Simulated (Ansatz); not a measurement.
## A series in volume per atom on MgB₂

Results calculated with Ansatz 0.2.0, not measured. Periodic Kohn-Sham DFT of a crystal at fixed atoms; pressure and stress are positive in compression; the energy is the free energy less that of spherical unpolarised free atoms; site moments are those in the method's own spheres, positive along +z.

Cell of the first row (space group P6/mmm, No. 191):
```
MgB2
1.0
      3.0220     0.0000     0.0000
     -1.5110     2.6171     0.0000
      0.0000     0.0000     3.4511
Mg B
1 2
Direct
  0.00000 0.00000 0.00000
  0.33333 0.66667 0.50000
  0.66667 0.33333 0.50000
```

Settings of every row: method all-electron LAPW; functional PBE; relativity scalar; k mesh 12x12x9; filling fermi-dirac; smearing width 0.05 eV; basis error target 0.5 meV/atom; nucleus gaussian.

Atom start moment: 0 on all atoms.

```
row  volume per atom (Å³)  energy less free atoms (eV/atom)  pressure (GPa)
  1                 9.098                           -5.0864           9.194
  2                 9.292                           -5.0952           5.442
  3                 9.485                           -5.0996           2.029
  4                 9.582                           -5.1004           0.437
  5                 9.679                           -5.1002          -1.082
  6                 9.776                           -5.0991          -2.532
  7                 9.873                           -5.0971          -3.916
  8                10.066                                 ?               ?
  9                 10.26                           -5.0815          -8.853
```

Question: what energy less free atoms and pressure should row 8 give?

Worked fit of energy less free atoms. Take u = (V_r/V)^(2/3) − 1 with V_r = 9.6305 Å³ an atom, which is twice the finite (Eulerian) strain; such expansions in the strain, on which the Birch-Murnaghan equation of state is built, carry the rest volume and the bulk modulus. The shown rows have u = 0.03865, 0.02414, 0.0102, 0.00337, -0.00334, -0.00995, -0.01644, -0.04133. Least squares give energy less free atoms = −5.1004 − 0.0331 × u + 10.252 × u² eV/atom; a straight line predicts inner rows, each left out in turn, worse (root mean square 0.0049 against 4.8e-05 eV/atom). The rows lie off it by 0.0000, 0.0000, 0.0001, 0.0000, 0.0000, 0.0000, 0.0000, 0.0000. Its lowest point lies at u = 0.0016, or V = 9.607 Å³ an atom, and the curvature there gives the bulk modulus at fixed shape and fractions, B = (4/9)(1 + u)² E″(u)/V = 152 GPa. Letting shape and atoms relax would as a rule lower it, by much in layered, chain or molecular crystals. The withheld row has u = -0.02906, so the fit gives −5.1004 − 0.0331 × (-0.02906) + 10.252 × (-0.02906)² = -5.0908 eV/atom.

The calculation gave -5.0908 eV/atom. The fit meets it to the printed digit.

Worked fit of pressure. Take u = (V_r/V)^(2/3) − 1 with V_r = 9.6305 Å³ an atom, which is twice the finite (Eulerian) strain; such expansions in the strain, on which the Birch-Murnaghan equation of state is built, carry the rest volume and the bulk modulus. The shown rows have u = 0.03865, 0.02414, 0.0102, 0.00337, -0.00334, -0.00995, -0.01644, -0.04133. Least squares give pressure = −0.3293 + 226.91 × u + 502.38 × u² GPa; a straight line predicts inner rows, each left out in turn, worse (root mean square 0.24 against 0.0069 GPa). The rows lie off it by 0.003, 0.001, -0.008, -0.004, 0.000, 0.005, 0.008, -0.004 (root mean square 0.0049 GPa). The pressure vanishes at u = 0.0014, or V = 9.61 Å³ an atom, and there the bulk modulus at fixed shape and fractions is B = −V dP/dV = (2/3)(1 + u) dP/du = 152 GPa. Letting shape and atoms relax would as a rule lower it, by much in layered, chain or molecular crystals. The withheld row has u = -0.02906, so the fit gives −0.3293 + 226.91 × (-0.02906) + 502.38 × (-0.02906)² = -6.499 GPa.

The calculation gave -6.499 GPa. The fit meets it to the printed digit.
